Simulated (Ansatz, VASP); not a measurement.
**One calculation of BaS, two programs**

Contents of INCAR:

```
SYSTEM = BaS
  PREC = Accurate
  ENCUT = 520
  EDIFF = 1E-6
  ISMEAR = -1
  SIGMA = 0.05
  LREAL = .False.
  LASPH = .True.
  NELM = 100
  ALGO = Fast
  ISIF = 2
  LWAVE = .False.
  LCHARG = .False.
  GGA = PE
  NBANDS = 15
```

KPOINTS

```
Automatic mesh
0
Gamma
  7 7 7
  0 0 0
```

POSCAR

```
BaS
1.0
    0.0000000000      3.1937500000      3.1937500000
    3.1937500000      0.0000000000      3.1937500000
    3.1937500000      3.1937500000      0.0000000000
Ba S
1 1
Direct
    0.0000000000      0.0000000000      0.0000000000
    0.5000000000      0.5000000000      0.5000000000
```

File KPOINTS_OPT:

```
path GXWKGLUWLK,UX
20
line-mode
reciprocal
 0.0000000000  0.0000000000  0.0000000000  G
 0.5000000000  0.0000000000  0.5000000000  X

 0.5000000000  0.0000000000  0.5000000000  X
 0.5000000000  0.2500000000  0.7500000000  W

 0.5000000000  0.2500000000  0.7500000000  W
 0.3750000000  0.3750000000  0.7500000000  K

 0.3750000000  0.3750000000  0.7500000000  K
 0.0000000000  0.0000000000  0.0000000000  G

 0.0000000000  0.0000000000  0.0000000000  G
 0.5000000000  0.5000000000  0.5000000000  L

 0.5000000000  0.5000000000  0.5000000000  L
 0.6250000000  0.2500000000  0.6250000000  U

 0.6250000000  0.2500000000  0.6250000000  U
 0.5000000000  0.2500000000  0.7500000000  W

 0.5000000000  0.2500000000  0.7500000000  W
 0.5000000000  0.5000000000  0.5000000000  L

 0.5000000000  0.5000000000  0.5000000000  L
 0.3750000000  0.3750000000  0.7500000000  K

 0.6250000000  0.2500000000  0.6250000000  U
 0.5000000000  0.0000000000  0.5000000000  X
```

input.yaml

```yaml
crystal:
  lattice:
    - [0.0, 3.19375, 3.19375]
    - [3.19375, 0.0, 3.19375]
    - [3.19375, 3.19375, 0.0]
  atoms:
    - { symbol: Ba, position: [0.0, 0.0, 0.0] }
    - { symbol: S, position: [0.5, 0.5, 0.5] }
hamiltonian:
  xc: pbe
  pseudopotentials: { kind: paw }
kpoints:
  mp_grid: { grid: [7, 7, 7] }
  band_path:
    path:
      - [[0.0, 0.0, 0.0], [0.5, 0.0, 0.5], [0.5, 0.25, 0.75], [0.375, 0.375, 0.75], [0.0, 0.0, 0.0], [0.5, 0.5, 0.5], [0.625, 0.25, 0.625], [0.5, 0.25, 0.75], [0.5, 0.5, 0.5], [0.375, 0.375, 0.75]]
      - [[0.625, 0.25, 0.625], [0.5, 0.0, 0.5]]
    npoints: 14
scf:
  occupations: { method: fermi_dirac, width: 0.05 }
  n_extra_bands: 6
output:
  forces: true
  stress: true
  eigenvalues: true
  fatbands: false
  write_density: true
  write_potential: true
  elf: true
  volumetric_format: npy
```

Alike in both runs: task band structure; functional PBE; k mesh 7 × 7 × 7; occupations fermi-dirac, width 0.05 eV; no spin polarisation.

```csv
,VASP,Ansatz
version,VASP 6.6.1,Ansatz 0.2.0
potentials or method,"VASP PAW PBE potentials, release 54 (Ba_sv, S)",Ansatz PAW
plane-wave cutoff (eV),520,420
valence electrons in the cell,16,16
```

```csv
,VASP,Ansatz,Ansatz less VASP
gap on the k mesh at the Fermi level (eV),2.17,2.26,+0.098
least direct gap on the mesh (eV),2.31,2.38,+0.066
gap along the band path (eV),2.11,2.21,+0.099
pressure (GPa),1.4,0.8,-0.59
```

The functional is the same, so the differences come from potentials, cutoffs and numerics.

Caveats: spin-orbit coupling is left out, which moves the levels of the heavy elements; the k mesh misses the band edges, so the gap on the mesh is wider than the one along the path (Ansatz). As with any semilocal functional, this PBE gap is likely too small.
